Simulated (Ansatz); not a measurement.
Born–Oppenheimer molecular dynamics of a periodic cell of 12 atoms, CaF2 (start crystal CaF2, start structure Fm-3m, volume 1.1 times the crystal's). It starts from a structure without forces on its atoms.

All numbers below come from DFT PBE, scalar-relativistic, plane waves, PAW (Ansatz). Settings: accuracy low, PAW set soft_1, cutoff 420 eV, k mesh 2x2x2, fermi-dirac smearing 0.24 eV, no spin polarisation.

- ensemble: NVT, Langevin thermostat
- time step: 1.5 fs
- steps asked: 250
- set temperature: 2800 K
- friction: 0.02 /fs
- seed: 739202

Frames 30 fs apart, positions in Å, forces in eV/Å.

Velocities at 0 fs (Å/ps):

```
Ca 4.13 -14.54 -0.12
F 6.28 7.06 27.20
F -8.89 -10.45 -11.62
Ca -7.41 8.80 -10.86
F 3.61 9.35 -5.95
F -11.28 -8.22 -10.94
Ca 6.03 -7.72 8.86
F 10.70 0.33 10.31
F -5.65 -0.44 5.40
Ca -6.84 14.30 -6.75
F 4.86 -0.20 -2.33
F 9.01 0.78 6.64
```

```xyz
12
Lattice="5.5211 0.0000 0.0000 0.0000 5.5211 0.0000 0.0000 0.0000 5.5211" Properties=species:S:1:pos:R:3:forces:R:3 time_fs=0 energy_less_start_eV=0.000 T=2567
Ca 0.000 0.000 0.000 0.00 0.00 0.00
F 1.380 1.380 1.380 0.00 0.00 0.00
F 4.141 4.141 4.141 0.00 0.00 0.00
Ca 2.761 2.761 0.000 0.00 0.00 0.00
F 4.141 4.141 1.380 0.00 0.00 0.00
F 1.380 1.380 4.141 0.00 0.00 0.00
Ca 2.761 0.000 2.761 0.00 0.00 0.00
F 4.141 1.380 4.141 0.00 0.00 0.00
F 1.380 4.141 1.380 0.00 0.00 0.00
Ca 0.000 2.761 2.761 0.00 0.00 0.00
F 1.380 4.141 4.141 0.00 0.00 0.00
F 4.141 1.380 1.380 0.00 0.00 0.00
12
Lattice="5.5211 0.0000 0.0000 0.0000 5.5211 0.0000 0.0000 0.0000 5.5211" Properties=species:S:1:pos:R:3:forces:R:3 time_fs=30 energy_less_start_eV=4.389 T=1296
Ca 0.037 -0.330 -0.087 0.41 2.40 -0.53
F 1.438 1.700 1.805 0.99 0.02 -1.22
F 3.933 3.853 3.819 0.22 0.97 2.83
Ca 2.553 2.914 -0.141 0.03 -1.96 0.98
F 4.356 4.071 1.209 -2.64 0.29 -1.29
F 1.146 1.081 4.255 2.24 0.41 0.75
Ca 3.065 -0.046 2.902 -2.13 2.67 -1.31
F 4.411 1.424 4.185 -1.90 -0.59 1.30
F 1.344 4.343 1.436 0.88 0.10 -1.46
Ca -0.216 3.029 2.645 3.86 -3.83 -0.11
F 1.612 4.011 3.749 -1.64 -0.21 1.80
F 4.372 1.235 1.777 -0.31 -0.26 -1.73
12
Lattice="5.5211 0.0000 0.0000 0.0000 5.5211 0.0000 0.0000 0.0000 5.5211" Properties=species:S:1:pos:R:3:forces:R:3 time_fs=60 energy_less_start_eV=3.459 T=3270
Ca 0.117 -0.251 -0.278 -3.51 2.56 3.06
F 1.355 1.663 1.684 1.47 0.46 0.19
F 3.669 4.074 3.813 1.33 -0.24 -0.47
Ca 2.342 2.788 -0.104 3.75 3.57 2.45
F 4.301 3.853 0.762 0.55 -0.44 1.01
F 1.521 1.329 4.604 -2.57 -2.76 -2.93
Ca 2.854 0.317 2.873 -0.54 -0.21 -0.72
F 4.005 1.457 4.470 0.89 -0.18 -0.30
F 1.667 4.548 1.055 -0.18 -0.10 1.04
Ca -0.068 2.858 2.791 -1.01 0.11 -0.60
F 1.273 4.356 4.015 0.81 -2.26 -2.63
F 4.594 1.126 1.815 -0.98 -0.50 -0.10
12
Lattice="5.5211 0.0000 0.0000 0.0000 5.5211 0.0000 0.0000 0.0000 5.5211" Properties=species:S:1:pos:R:3:forces:R:3 time_fs=90 energy_less_start_eV=3.313 T=2181
Ca -0.219 0.148 -0.011 3.42 -3.24 -0.46
F 1.461 1.887 1.689 0.63 0.04 -0.47
F 4.071 4.380 3.650 -0.31 -0.59 0.00
Ca 2.581 2.917 0.213 0.32 1.48 -1.27
F 4.509 3.848 0.742 -0.02 -1.38 0.84
F 1.247 1.470 4.378 -0.60 1.43 0.26
Ca 2.532 0.539 2.939 1.40 -2.97 -0.05
F 3.806 1.250 5.017 -2.33 2.10 -2.33
F 1.749 4.664 1.091 -0.14 0.70 0.33
Ca -0.084 2.600 2.881 -0.83 2.76 0.71
F 1.234 4.528 3.786 -0.19 -1.11 0.36
F 4.654 0.925 1.778 -1.36 0.78 2.09
12
Lattice="5.5211 0.0000 0.0000 0.0000 5.5211 0.0000 0.0000 0.0000 5.5211" Properties=species:S:1:pos:R:3:forces:R:3 time_fs=120 energy_less_start_eV=2.657 T=3379
Ca -0.207 -0.048 0.301 -0.12 1.35 -0.51
F 1.337 1.663 1.473 0.18 0.60 0.64
F 4.366 4.456 3.963 -1.12 -0.04 0.49
Ca 2.582 3.215 0.205 0.11 -1.79 -1.65
F 4.546 3.517 1.069 0.02 0.67 -0.12
F 0.671 1.616 4.535 0.16 -0.67 -0.26
Ca 2.439 0.358 2.942 0.38 0.64 1.54
F 3.250 1.437 4.846 0.81 -0.91 -0.66
F 1.760 4.669 1.337 -1.15 0.49 -0.64
Ca -0.022 2.823 2.913 -1.59 -1.10 -0.47
F 1.324 4.141 3.640 1.68 0.71 2.10
F 4.228 0.999 2.034 0.65 0.04 -0.45
12
Lattice="5.5211 0.0000 0.0000 0.0000 5.5211 0.0000 0.0000 0.0000 5.5211" Properties=species:S:1:pos:R:3:forces:R:3 time_fs=150 energy_less_start_eV=3.865 T=2467
Ca 0.117 -0.237 0.502 -0.89 2.78 -0.10
F 1.314 1.353 1.805 -0.54 0.99 -0.32
F 4.698 4.714 4.248 -1.68 -0.59 -1.08
Ca 2.483 3.214 0.089 0.57 -1.05 2.97
F 4.467 3.544 1.222 -0.81 1.06 -0.17
F 0.635 1.501 4.740 -0.10 0.62 -0.56
Ca 2.658 0.272 2.913 -0.30 -0.48 1.93
F 3.183 1.630 4.766 1.56 -2.04 -1.89
F 1.415 4.235 1.728 0.83 -0.55 0.12
Ca -0.298 2.898 3.143 1.14 -1.43 0.15
F 1.665 4.139 4.084 -0.78 0.99 -0.60
F 4.149 1.236 1.942 1.00 -0.31 -0.45
12
Lattice="5.5211 0.0000 0.0000 0.0000 5.5211 0.0000 0.0000 0.0000 5.5211" Properties=species:S:1:pos:R:3:forces:R:3 time_fs=180 energy_less_start_eV=4.412 T=2284
Ca 0.364 -0.242 0.640 -1.69 0.18 -1.85
F 1.269 1.389 1.691 0.87 0.37 0.66
F 4.545 4.645 4.519 -0.60 0.00 -1.43
Ca 2.563 2.926 0.440 0.77 -2.19 -2.83
F 4.331 3.615 1.169 1.17 0.84 1.79
F 0.740 1.603 4.654 1.81 -2.38 2.10
Ca 2.857 0.498 2.848 -1.30 -4.65 -1.02
F 3.335 1.734 4.152 1.49 2.90 2.46
F 1.541 3.914 1.774 -0.89 1.74 1.95
Ca -0.204 2.730 3.487 -1.23 2.87 -2.80
F 1.616 4.169 4.287 0.16 0.43 0.79
F 4.324 1.120 1.472 -0.55 -0.11 0.19
12
Lattice="5.5211 0.0000 0.0000 0.0000 5.5211 0.0000 0.0000 0.0000 5.5211" Properties=species:S:1:pos:R:3:forces:R:3 time_fs=210 energy_less_start_eV=2.938 T=3114
Ca 0.220 -0.406 0.475 -0.72 -0.21 -0.27
F 1.679 1.297 1.834 -1.81 1.61 0.01
F 4.440 4.583 4.166 -0.97 0.37 0.11
Ca 2.701 2.555 0.235 0.28 0.54 1.51
F 4.398 3.585 1.433 -0.48 0.04 0.13
F 0.998 1.331 5.124 -0.06 1.08 -2.15
Ca 2.801 0.004 2.769 2.45 -1.38 2.02
F 3.502 2.095 3.909 0.08 -1.01 -0.74
F 1.446 4.128 1.938 0.35 -1.09 -1.40
Ca 0.004 2.744 3.441 -0.54 -0.90 -1.87
F 1.251 4.121 4.228 2.35 0.63 2.21
F 4.245 0.906 1.182 -0.94 0.32 0.45
12
Lattice="5.5211 0.0000 0.0000 0.0000 5.5211 0.0000 0.0000 0.0000 5.5211" Properties=species:S:1:pos:R:3:forces:R:3 time_fs=240 energy_less_start_eV=3.286 T=3325
Ca -0.052 -0.529 0.316 1.09 1.44 -0.19
F 1.834 1.484 2.073 -0.71 -1.00 -0.98
F 4.479 4.680 3.850 2.21 -0.35 2.62
Ca 2.769 2.378 0.091 -1.35 0.12 0.75
F 4.415 3.635 1.667 -1.55 1.05 -1.71
F 1.293 1.052 4.546 -0.59 0.12 0.77
Ca 2.887 -0.543 2.800 -2.62 2.09 -0.83
F 3.672 2.046 3.678 -0.31 -0.44 0.91
F 1.358 3.909 1.773 0.12 0.45 -0.97
Ca 0.052 2.611 3.152 2.08 -0.76 -0.38
F 1.463 4.008 4.513 0.46 -0.72 0.02
F 4.268 1.298 1.067 1.16 -2.00 -0.02
12
Lattice="5.5211 0.0000 0.0000 0.0000 5.5211 0.0000 0.0000 0.0000 5.5211" Properties=species:S:1:pos:R:3:forces:R:3 time_fs=270 energy_less_start_eV=3.812 T=3322
Ca -0.257 -0.439 0.393 2.13 0.59 0.12
F 1.586 1.255 1.853 0.15 -1.27 -1.78
F 4.816 5.266 3.893 -1.44 -2.02 -0.74
Ca 2.800 2.413 0.204 -0.30 -2.77 1.15
F 4.010 3.673 1.336 -0.12 1.05 0.79
F 1.375 0.654 4.137 0.28 0.72 2.28
Ca 2.606 -0.571 2.941 0.76 0.81 0.00
F 3.667 1.754 3.834 0.02 1.48 0.40
F 1.132 3.676 1.841 0.20 1.13 -0.49
Ca 0.173 2.193 3.125 -0.68 -0.23 -0.01
F 1.643 3.604 4.689 -1.87 1.59 -1.76
F 4.184 1.185 1.326 0.87 -1.08 0.04
12
Lattice="5.5211 0.0000 0.0000 0.0000 5.5211 0.0000 0.0000 0.0000 5.5211" Properties=species:S:1:pos:R:3:forces:R:3 time_fs=300 energy_less_start_eV=4.697 T=1499
Ca -0.131 -0.357 0.889 -0.52 -4.63 -2.69
F 1.260 0.902 1.194 0.99 1.47 4.19
F 4.732 5.029 3.660 1.28 -0.34 0.50
Ca 2.641 2.133 0.346 0.77 1.90 -0.87
F 3.736 3.925 1.313 -0.48 -1.22 -0.08
F 1.472 0.762 4.607 -0.69 -0.39 -2.31
Ca 2.683 -0.699 3.386 -0.11 0.49 -1.40
F 3.656 1.751 3.708 -0.60 1.04 1.35
F 1.196 3.488 2.079 -0.23 0.43 -0.97
Ca 0.072 1.832 2.981 0.48 0.54 1.07
F 1.585 3.512 4.549 -0.86 -0.42 1.08
F 3.925 0.877 1.481 -0.02 1.13 0.13
12
Lattice="5.5211 0.0000 0.0000 0.0000 5.5211 0.0000 0.0000 0.0000 5.5211" Properties=species:S:1:pos:R:3:forces:R:3 time_fs=330 energy_less_start_eV=4.597 T=2708
Ca -0.090 -0.810 0.902 -1.30 1.47 -3.43
F 1.047 1.190 1.370 1.52 -2.32 -2.20
F 4.865 4.587 3.929 -1.94 -0.51 -0.21
Ca 2.770 2.029 0.376 -2.48 0.32 -0.86
F 3.298 3.848 1.163 1.43 1.17 0.65
F 1.191 0.550 4.204 0.46 0.22 0.44
Ca 2.650 -0.811 3.493 0.19 -0.20 -0.25
F 3.626 1.436 4.177 0.99 -0.10 -1.47
F 1.010 3.627 2.063 1.32 -0.93 1.36
Ca 0.008 1.795 2.842 -1.86 1.68 4.72
F 1.191 3.192 4.701 0.83 0.26 0.35
F 3.971 0.870 1.540 0.85 -1.05 0.91
```

Of the whole run (375 fs, mean temperature of the second half 2761 K): A run of 0.38 ps of so small a system gives no equilibrium averages. Limits of this set-up: coarse k mesh, low accuracy level.

The run took 9.1 min on 1 thread of Intel(R) Xeon(R) 6975P-C (Granite Rapids), with other jobs on the host, peak memory 0.49 GiB.
